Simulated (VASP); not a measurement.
Runs of VASP 6.6.1 on GaN. All rows change the cell; the cell of one of them follows. It takes space group I4/mmm (No. 139, tetragonal). Conventional cell: a = 3.020 Å, b = 3.020 Å, c = 4.142 Å, α = 90.00°, β = 90.00°, γ = 90.00°. Ga (site symmetry 4/mmm) has 6 N at 2.07 to 2.14 Å as nearest neighbours. N (site symmetry 4/mmm) is surrounded by 6 Ga at 2.07 to 2.14 Å. Measurements of this composition are mostly on another form, of space group No. 186.

```csv
cell,gap on the mesh (eV),pressure (GPa)
"strain +0.000 along x and y, -0.030 along z, atoms carried along",(b),7.6
"strain +0.015 along x and y, +0.030 along z, atoms carried along",(c),-10.3
"strain +0.015 along x and y, +0.000 along z, atoms carried along",0.12,(a)
"strain -0.030 along x and y, -0.015 along z, atoms carried along",0.81,19.5
```

Alike in all rows: task single point; level PBE; potentials or basis VASP PAW PBE potentials, release 64 (Ga_d, N); no spin polarisation; k mesh 14 × 14 × 14; cutoff (eV) 520; smearing gaussian 0.05 eV.

Question: Fill in the values left out.

Answer: (a) -5.3; (b) 0.39; (c) none.

Caveats: so large a pressure means that the cell lies far from this level's equilibrium, or that cutoff or potentials fall short (some runs).

A k mesh can miss the band edges, and the runs leave out spin-orbit coupling on Ga.
